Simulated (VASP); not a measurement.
Level of theory: PBE GGA, VASP's PBE PAW potentials (set 64) (plane waves; VASP 6.6.1).

VASP ran on this input.

### POSCAR
```
ZrO2
1.0
  0.0000000000   2.5252163412   2.5252163412
  2.5252163412   0.0000000000   2.5252163412
  2.5252163412   2.5252163412   0.0000000000
Zr O
1 2
direct
  0.0000000000   0.0000000000   0.0000000000
  0.2500000000   0.2500000000   0.2500000000
  0.7500000000   0.7500000000   0.7500000000
```

File KPOINTS:
```
Automatic
0
gamma
 8 8 8
```

**INCAR**
```
SYSTEM = ZrO2
PREC = Accurate
ENCUT = 620
EDIFF = 1E-6
NELM = 100
ALGO = Normal
LREAL = .FALSE.
LASPH = .TRUE.
ISMEAR = 0
SIGMA = 0.05
GGA = PE
LMAXMIX = 4
LWAVE = .FALSE.
LCHARG = .FALSE.
IBRION = 2
ISIF = 3
NSW = 40
EDIFFG = -0.02
PSTRESS = 100
```

POTCAR, in this order: Zr_sv O (PBE.64 set). Program: vasp_std.

What VASP printed:

File OUTCAR:
```
 ion  position               nearest neighbor table
   1  0.000  0.000  0.000-   3 2.19   3 2.19   3 2.19   2 2.19   3 2.19   2 2.19   2 2.19   2 2.19
  LATTYP: Found a face centered cubic cell.
 ALAT       =     5.0504326824
 Subroutine PRICEL returns:
 Original cell was already a primitive cell.
 Subroutine GETGRP returns: Found 48 space group operations
The static configuration has the point symmetry O_h .
The dynamic configuration has the point symmetry O_h .
 Subroutine INISYM returns: Found 48 space group operations
 Subroutine IBZKPT returns following result:
 Found     29 irreducible k-points:

 Following reciprocal coordinates:
            Coordinates               Weight
  0.000000  0.000000  0.000000      1.000000
  0.125000  0.000000  0.000000      8.000000
  0.250000  0.000000  0.000000      8.000000
  0.375000  0.000000  0.000000      8.000000
  0.500000  0.000000  0.000000      4.000000
  0.125000  0.125000  0.000000      6.000000
  0.250000  0.125000  0.000000     24.000000
  0.375000  0.125000  0.000000     24.000000
  0.500000  0.125000  0.000000     24.000000
 -0.375000  0.125000  0.000000     24.000000
 -0.250000  0.125000  0.000000     24.000000
 -0.125000  0.125000  0.000000     12.000000
  0.250000  0.250000  0.000000      6.000000
  0.375000  0.250000  0.000000     24.000000
  0.500000  0.250000  0.000000     24.000000
 -0.375000  0.250000  0.000000     24.000000
 -0.250000  0.250000  0.000000     12.000000
  0.375000  0.375000  0.000000      6.000000
  0.500000  0.375000  0.000000     24.000000
 -0.375000  0.375000  0.000000     12.000000
  0.500000  0.500000  0.000000      3.000000
  0.375000  0.250000  0.125000     24.000000
  0.500000  0.250000  0.125000     48.000000
 -0.375000  0.250000  0.125000     24.000000
  0.500000  0.375000  0.125000     24.000000
...
```

OSZICAR:
```
       N       E                     dE             d eps       ncg     rms          rms(c)
DAV:   1     0.227185543185E+03    0.22719E+03   -0.16331E+04   928   0.177E+03
DAV:   2    -0.253979193774E+02   -0.25258E+03   -0.24742E+03  1224   0.423E+02
DAV:   3    -0.345802659820E+02   -0.91823E+01   -0.91758E+01  1432   0.834E+01
DAV:   4    -0.348108761295E+02   -0.23061E+00   -0.23056E+00  1216   0.999E+00
DAV:   5    -0.348154063438E+02   -0.45302E-02   -0.45302E-02  1280   0.106E+00    0.261E+01
DAV:   6    -0.285839900143E+02    0.62314E+01   -0.35335E+01  1024   0.473E+01    0.105E+01
DAV:   7    -0.285547198553E+02    0.29270E-01   -0.13562E+00  1320   0.962E+00    0.656E+00
DAV:   8    -0.285314873075E+02    0.23233E-01   -0.15344E-01  1240   0.425E+00    0.449E-01
DAV:   9    -0.285317396282E+02   -0.25232E-03   -0.18390E-02  1192   0.935E-01    0.301E-01
DAV:  10    -0.285327534882E+02   -0.10139E-02   -0.56840E-03  1120   0.747E-01    0.165E-01
DAV:  11    -0.285327427648E+02    0.10723E-04   -0.18162E-03  1192   0.361E-01    0.145E-01
DAV:  12    -0.285326899441E+02    0.52821E-04   -0.29566E-04  1016   0.142E-01    0.694E-03
DAV:  13    -0.285326914237E+02   -0.14796E-05   -0.17172E-05  1232   0.307E-02    0.555E-03
DAV:  14    -0.285326916358E+02   -0.21211E-06   -0.26288E-06  1072   0.110E-02
   1 F= -.26522603E+02 E0= -.26522603E+02  d E =-.265226E+02
```

**OUTCAR**
```
------------------------ aborting loop because EDIFF is reached ----------------------------------------
  FORCE on cell =-STRESS in cart. coord.  units (eV):
  Direction    XX          YY          ZZ          XY          YZ          ZX
  --------------------------------------------------------------------------------------
  Total        1.9972694      1.9972694      1.9972694      0.0000000      0.0000000     -0.0000000
  in kB       99.3622607     99.3622607     99.3622607      0.0000000      0.0000000     -0.0000000
  external PRESSURE =      -0.6377393 kB  Pullay stress =     100.0000000 kB
  volume of cell :       32.21
      direct lattice vectors                 reciprocal lattice vectors
     0.000000000  2.525216341  2.525216341    -0.198002837  0.198002837  0.198002837
     2.525216341  0.000000000  2.525216341     0.198002837 -0.198002837  0.198002837
     2.525216341  2.525216341  0.000000000     0.198002837  0.198002837 -0.198002837
 POSITION                                       TOTAL-FORCE (eV/Angst)
 -----------------------------------------------------------------------------------
      0.00000      0.00000      0.00000        -0.000000      0.000000     -0.000000
      1.26261      1.26261      1.26261         0.000000      0.000000      0.000000
      3.78782      3.78782      3.78782        -0.000000     -0.000000     -0.000000
 -----------------------------------------------------------------------------------
    total drift:                                0.000000     -0.000000      0.000000
  FREE ENERGIE OF THE ION-ELECTRON SYSTEM (eV)
  ---------------------------------------------------
  free  energy   TOTEN  =       -28.5326916358 eV

  energy  without entropy=      -28.5326916358  energy(sigma->0) =      -28.53269164
  enthalpy is  TOTEN    =       -26.5226031008 eV   P V=        2.0100885350

 reached required accuracy - stopping structural energy minimisation
```
(Selected blocks of OUTCAR.)

The compound is ZrO2 in the fluorite structure, the high-temperature cubic form, which is unstable at 0 K; the monoclinic form is the stable one. It was relaxed first under an external pressure of 10 GPa.
